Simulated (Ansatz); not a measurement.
# Li2Se: the cost of one run

Computed with Ansatz 0.2.0 (DFT PBE, scalar-relativistic, plane waves, PAW, unless a step's input says otherwise).

2 further runs of the same task are left out: 2 set aside as unsound or not needed.

## Step 1: Starting point

It takes space group Fm-3m (No. 225, cubic). Conventional cell: a = 6.006 Å, b = 6.006 Å, c = 6.006 Å, α = 90.00°, β = 90.00°, γ = 90.00°. Li (site symmetry -43m) is surrounded by 4 Se at 2.60 Å. Se (site symmetry m-3m) is surrounded by 8 Li at 2.60 Å.

Coordinates:

```
CELL_PARAMETERS angstrom
0.00000 3.00311 3.00311
3.00311 0.00000 3.00311
3.00311 3.00311 0.00000
ATOMIC_POSITIONS crystal
Li 0.25000 0.25000 0.25000
Li 0.75000 0.75000 0.75000
Se 0.00000 0.00000 0.00000
```

It is the result of an earlier relaxation at this level (volume 18.06 Å³/atom; gap on the mesh: 2.98 eV).

## Step 2: The cell under 50 GPa

At a set pressure the run lowers the enthalpy E + PV, so the energy alone may rise along the way.

The input, input.yaml:

```yaml
crystal:
  lattice:
    - [0.0, 3.0031136724, 3.0031136724]
    - [3.0031136724, 0.0, 3.0031136724]
    - [3.0031136724, 3.0031136724, 0.0]
  atoms:
    - { symbol: Li, position: [0.25, 0.25, 0.25] }
    - { symbol: Li, position: [0.75, 0.75, 0.75] }
    - { symbol: Se, position: [0.0, 0.0, 0.0] }
basis:
  ecutwfc: 420
kpoints:
  mp_grid: { grid: [8, 8, 8] }
hamiltonian:
  xc: pbe
scf:
  occupations: { method: fixed }
output:
  forces: true
  stress: true
  eigenvalues: true
relax:
  adjacent_minimum: "off"
  f_tol: 0.001
  max_steps: 60
  cell: { stress_tol: 0.02, p_target: 50.0 }
```

The run is started by

```bash
> ansatz run input.yaml --threads 1 --pin off --max-ram 1228MiB --backend cpu --events-out ev --progress --plain --runs-dir out
```

What time and memory should one allow on 1 thread of Arm Neoverse N1, shared host?

About 17 s, with a peak of 0.35 GiB.
